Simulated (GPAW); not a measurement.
Crystal: BAs.

```
As B
1.0
     0.00000    2.38850    2.38850
     2.38850    0.00000    2.38850
     2.38850    2.38850    0.00000
As B
1 1
Cartesian
  1.1943 1.1943 1.1943
  0.0000 0.0000 0.0000
```

Base run:

- Program: GPAW 26.7.0
- Functional: PBE
- Potentials or basis: SG15 ONCV 1.2
- Cutoff: 1100 eV
- Basis: pw
- k mesh: 8 × 8 × 8
- Occupations: fermi-dirac, width 0.05 eV
- Spin: no spin polarisation

Its results: band gap on the k mesh 1.21 eV, indirect (least direct gap 3.29 eV).

The run is repeated on the same cell with these changes: functional from PBE to TB-mBJ; potentials or basis from SG15 ONCV 1.2 to GPAW PAW data sets for LDA (gpaw-data 1.2.1); cutoff from 1100 eV to 800 eV. What comes out?

Band gap on the k mesh 1.76 eV, indirect (least direct gap 3.80 eV).

Caveats: a model potential gives levels but no total energy (some runs).

Not every run made on this cell is shown here.
